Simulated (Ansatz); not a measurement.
Input of an Ansatz 0.2.0 run:

File input.yaml:

```yaml
crystal:
  lattice:
    - [-1.582345, 1.582345, 1.582345]
    - [1.582345, -1.582345, 1.582345]
    - [1.582345, 1.582345, -1.582345]
  atoms:
    - { symbol: W, position: [0.0, 0.0, 0.0] }
hamiltonian:
  xc: r2scan
  pseudopotentials: { kind: paw }
  dispersion: d4
kpoints:
  mp_grid: { grid: [12, 12, 12] }
scf:
  occupations: { method: fermi_dirac, width: 0.05 }
output:
  forces: true
  stress: true
  eigenvalues: true
  write_density: true
  write_potential: true
  elf: true
  volumetric_format: npy
relax:
  f_tol: 0.01
  max_steps: 40
  cell: { stress_tol: 0.05 }
```

Potentials or basis: Ansatz PAW.

Command:

```bash
$ ansatz run input.yaml --threads 2 --pin off --max-ram 5632MiB --backend cpu --events-out ev --progress --plain --runs-dir out
```

Predict the relaxed volume.

15.83 Å³/atom.

Predict the space group after relaxing (to 0.05 Å).

Im-3m (No. 229).

What does it give for the relaxed cell?

a = 2.740 Å, b = 2.740 Å, c = 2.740 Å, α = 109.47°, β = 109.47°, γ = 109.47°.

Final structure:
```
W
1.0
    -1.58185    1.58185    1.58185
     1.58185   -1.58185    1.58185
     1.58185    1.58185   -1.58185
W
1
Direct
  0.00000 0.00000 0.00000
```

Caveat: pairwise dispersion overbinds metals, which lowers pressure and volume; the PAW data sets come from PBE, with cores solved anew for the run's functional, which leaves a small shift of forces and pressure. Spin-orbit coupling is left out, which matters for the levels of W.
